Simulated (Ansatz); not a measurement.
## Se (trigonal)

Level of theory: DFT, PBE with spin–orbit coupling, two-component spinors; plane waves to 420 eV with PAW datasets (Ansatz 0.2.0), Γ-centred 6×6×6 mesh, 0.05 eV Gaussian smearing; PAW files: Ansatz's generated set soft_2.

```yaml
crystal:
  lattice:
    - [4.49586, 0.00000, 0.00000]
    - [-2.24793, 3.89353, 0.00000]
    - [0.00000, 0.00000, 5.05952]
  atoms:
    - { symbol: Se, position: [0.22021, 0.00000, 0.83333] }
    - { symbol: Se, position: [0.00000, 0.22021, 0.16667] }
    - { symbol: Se, position: [0.77979, 0.77979, 0.50000] }
```

The cell is relaxed to zero pressure at this level.

Path: Γ–M–K–Γ–A–L–H–A | L–M | H–K, with Γ = (0.000, 0.000, 0.000), M = (0.500, 0.000, 0.000), K = (0.333, 0.333, 0.000), A = (0.000, 0.000, 0.500), L = (0.500, 0.000, 0.500), H = (0.333, 0.333, 0.500) in reciprocal vectors of the calculation's cell.

Question: Is it a metal or an insulator, and if it has a gap, where are the band edges on this path?

Answer: An insulator with a gap of 0.97 eV on the path, the valence band topping between L and H and the conduction band bottoming at H; the smallest direct gap is 1.07 eV.

Bands as a text map, energy in eV from the Fermi level (dashes), each leg drawn with the same width:
```
  4.86 |                                                 
  4.57 |                                                 
  4.29 |                                                 
  4.00 |                                                 
  3.71 |                                                 
  3.43 |     **                                  **      
  3.14 |    *  ****                             *       *
  2.86 |           *                           *      ** 
  2.57 |   *     ****                        **      ****
  2.29 |       ****  *         **********   ***    *** **
  2.00 | **  ** *  ** *         * **** ***   ******   ** 
  1.71 |*  **  *    *  **     **                      *  
  1.43 |*******      *****    *          *     ****  *   
  1.14 |                **** *****        * ***          
  0.86 |                  *****   ***  *****        *    
  0.57 |                             **            *     
  0.29 |                                                 
  0.00 |-------------------------------------------------
 -0.29 |                                                 
 -0.57 |                        *******     **     ***   
 -0.86 |**            ***            ***      *    ***   
 -1.14 |  **         *   *     *       **      **   * *  
 -1.43 |    ****    *     *****    *********    **** * * 
 -1.71 |        ****      **********    *******     ** **
 -2.00 |  ***        **  **********       *******     *  
 -2.29 |********    *******                  ******  *   
 -2.57 |   *    *  ***                          *      * 
 -2.86 |    *    ***                            *     * *
        Γ    M    K    Γ    A    L    H    AL     MH    K
```

Within 0.6 eV of the edges the projected states are 97 % Se 4p at the top of the valence band and 93 % Se 4p at the bottom of the conduction band. 

Kohn–Sham gaps of semilocal functionals lie under measured ones, often by a third or more. The structure is built of weakly bound chains, and this functional has no dispersion term, so their spacing and all that hangs on it (volume, the soft elastic constants, low modes, dielectric constants) are poorly given. The relaxed cell is 13 % larger in volume than the cell of this structure in the Crystallography Open Database (26.10 Å³/atom, 1969).
